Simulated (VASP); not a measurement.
**Results of a VASP single-point calculation on AlN (strained rocksalt)**

POSCAR

```
Al N
 1.0000000000000000
     0.0000000000000000    1.9381137141000000    1.9381137141000000
     1.9381137141000000    0.0000000000000000    1.9381137141000000
     1.9381137141000000    1.9381137141000000    0.0000000000000000
 Al  N
   1   1
Cartesian
  0.0000000000000000  0.0000000000000000  0.0000000000000000
  1.9381137141000000  1.9381137141000000  1.9381137141000000
```

```json
{
 "gap between bands v and c": "5.74 eV",
 "least direct gap": "8.54 eV"
}
```

Band v is the last that the valence electrons fill when counted band by band, and c is the next. Levels in eV from the top of v:

| point | v−1 | v | c | c+1 |
| --- | --- | --- | --- | --- |
| Γ | 0.00 | 0.00 | 8.54 | 13.33 |
| X | -3.25 | -3.25 | 5.74 | 6.84 |
| K | -6.14 | -2.72 | 7.48 | 11.13 |
| L | -1.42 | -1.42 | 7.76 | 13.01 |
| W | -6.57 | -4.32 | 10.53 | 12.38 |

Problem. Which of these levels of theory gave these results?
A. PBEsol
B. PBE
C. PBE0
D. LDA
E. r²SCAN
F. PBE with spin–orbit coupling
G. HSE06

Solution. E.

The INCAR was:

```
ENCUT = 520
SIGMA = 0.01
ISIF = 2
EDIFF = 1E-7
ALGO = Normal
LCHARG = .FALSE.
NELM = 120
METAGGA = R2SCAN
NSW = 0
LASPH = .TRUE.
ISMEAR = 0
LREAL = .FALSE.
PREC = Accurate
NBANDS = 11
LWAVE = .FALSE.
IBRION = -1
```
